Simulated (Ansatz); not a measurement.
`CC[O][GeH]([CH3])[F]` + `CCC(C)C` → `CCC(C)(C)CC` + `[CH3][GeH]([OH])[F]`  (formal exchange of groups at a C–O bond)

Calculated with Ansatz (gas phase, PBE0-D4/def2-TZVP geometries, no zero-point term in ΔE). CCSD(T)/CBS is the MP2 limit (def2-TZVPP, def2-QZVPP) plus CCSD(T) − MP2 in def2-TZVPP, frozen cores. Functionals use def2-TZVPP. For Ge outer-core shells are correlated without core-valence functions, which leaves a few kJ/mol of doubt a bond. Scalar relativity is left out up to krypton. Each species was taken in one conformer, which may not be the lowest.

`CC[O][GeH]([CH3])[F]`:

Z-matrix (Å, degrees):
```
C
C 1 1.508
H 1 1.092 2 110.6
H 1 1.093 2 110.4 3 -120.2
H 1 1.092 2 110.4 3 119.9
O 2 1.417 1 108.9 3 -60.4
H 2 1.097 1 110.3 3 178.9
H 2 1.100 1 110.0 3 60.8
Ge 6 1.761 2 120.1 1 171.5
C 9 1.924 6 107.5 2 179.8
F 9 1.746 6 106.8 2 63.8
H 9 1.539 6 110.3 2 -49.2
H 10 1.090 9 110.2 6 -174.4
H 10 1.090 9 108.9 6 -54.6
H 10 1.090 9 110.1 6 65.0
```

`CCC(C)C`:

```xyz
17

C     1.486    1.069   -0.979
C     0.983    0.293    0.226
C    -0.285   -0.521   -0.022
C    -0.612   -1.378    1.192
C    -1.472    0.358   -0.389
H     0.777    1.838   -1.295
H     2.432    1.569   -0.758
H     1.655    0.404   -1.832
H     0.799    0.982    1.060
H     1.770   -0.389    0.567
H    -0.086   -1.193   -0.868
H    -1.496   -1.997    1.018
H    -0.816   -0.749    2.065
H     0.218   -2.041    1.448
H    -1.294    0.931   -1.301
H    -1.688    1.068    0.416
H    -2.370   -0.244   -0.548
```

`CCC(C)(C)CC`:

Cartesian coordinates in Å:
```
C 1.789 -0.414 1.257
C 1.303 0.047 -0.107
C -0.163 0.501 -0.186
C -0.470 0.859 -1.638
C -0.376 1.747 0.671
C -1.127 -0.588 0.308
C -1.027 -1.937 -0.385
H 1.687 0.367 2.014
H 2.846 -0.689 1.215
H 1.240 -1.290 1.611
H 1.461 -0.756 -0.834
H 1.928 0.881 -0.449
H -0.298 0.014 -2.310
H 0.169 1.680 -1.976
H -1.510 1.176 -1.753
H 0.300 2.552 0.368
H -0.207 1.545 1.731
H -1.401 2.115 0.567
H -0.979 -0.725 1.384
H -2.148 -0.202 0.199
H -0.044 -2.394 -0.246
H -1.767 -2.631 0.019
H -1.207 -1.859 -1.459
```

`[CH3][GeH]([OH])[F]`:

Z-matrix (Å, degrees):
```
C
Ge 1 1.923
H 1 1.090 2 108.9
H 1 1.091 2 110.1 3 -119.5
H 1 1.090 2 110.2 3 119.9
O 2 1.766 1 107.0 3 53.9
F 2 1.745 1 108.4 3 -60.9
H 2 1.538 1 118.4 3 -179.5
H 6 0.960 2 113.6 1 -179.3
```

Task: Is it downhill or uphill in electronic energy at CCSD(T)/CBS, and by how much? (An estimate is asked.)

Result: Computed: Downhill: ΔE = -47.0 kJ/mol.

Task: What do these levels give: PBE-D4, r2SCAN-D4, PBE0-D4, PBE, r2SCAN, HF/def2-TZVPP, CCSD/def2-TZVPP, HF/def2-QZVPP, SCS-MP2/def2-QZVPP, HF/CBS(def2), MP2/CBS(def2), CCSD/CBS(def2)? (Estimate.)

Result: Ansatz gave: PBE-D4 -38.0, r2SCAN-D4 -39.3, PBE0-D4 -40.8, PBE -29.0, r2SCAN -36.5, HF/def2-TZVPP -14.3, CCSD/def2-TZVPP -42.3, HF/def2-QZVPP -14.1, SCS-MP2/def2-QZVPP -45.6, HF/CBS(def2) -14.1, MP2/CBS(def2) -56.1, CCSD/CBS(def2) -43.4 kJ/mol.

Largest T1 diagnostic among the species: 0.011.

The D4 term adds −13.7 kJ/mol with B3LYP and −7.8 kJ/mol with PBE0; it sums over pairs of atoms, weighted by their polarisabilities, and B3LYP, whose exchange is more repulsive, gets the larger term. From PBE to PBE0 (25 % exact exchange), in def2-TZVPP and without D4, ΔE moves by −4.0 kJ/mol. In def2-TZVPP, CCSD(T) changes the Hartree–Fock value by −31.6 kJ/mol (the triples alone add −3.6 kJ/mol) and MP2 by −40.7 kJ/mol.

B3LYP here is the variant with VWN-RPA as its local correlation; programs differ in this.
